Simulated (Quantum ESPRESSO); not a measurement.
W under changes of volume

One of the cells (16.731 Å³/atom); the others are scaled copies at fixed shape and fractional positions:

```
W
1.0
     0.00000    2.03000    2.03000
     2.03000    0.00000    2.03000
     2.03000    2.03000    0.00000
W
1
Direct
  0.00000 0.00000 0.00000
```

This isn't the form of W at room conditions, which is bcc.

```yaml
Program: Quantum ESPRESSO 7.5
Functional: r2SCAN
Potentials_or_basis: SG15 PBE 1.2
Cutoff: 1020 eV
Density_cutoff: 4082 eV
k_mesh: 8 × 8 × 8
Occupations: fermi-dirac, width 0.05 eV
Spin: no spin polarisation
```

```tsv
volume (Å³/atom)	energy over the lowest point (meV/atom)	pressure (GPa)
15.727	0.00	-2.4
16.062	11.27	-8.5
16.396	34.47	-14.0
16.731	68.64	-18.9
17.065	112.72	-23.4
17.400	?	?
17.735	226.62	-31.0
```

Q: What does the run at 17.400 Å³/atom give?

A: Energy over the lowest point 165.71 meV/atom; pressure -27.4 GPa.

Worked out: A Birch-Murnaghan fit of order 3 (a polynomial in V^(-2/3)) to the other rows has its minimum at 15.61 Å³/atom, just outside them, with B0 = V·E''(V) = 310 GPa and B' = 3.9. It gives 165.63 meV/atom at 17.400 Å³/atom, against the run's 165.71, and -dE/dV = -27.3 GPa, against -27.4.

Energies are extrapolated to zero smearing.

Caveats: the potentials were made for another functional, which shifts forces and pressure; the cell as given lies far from equilibrium (some runs).
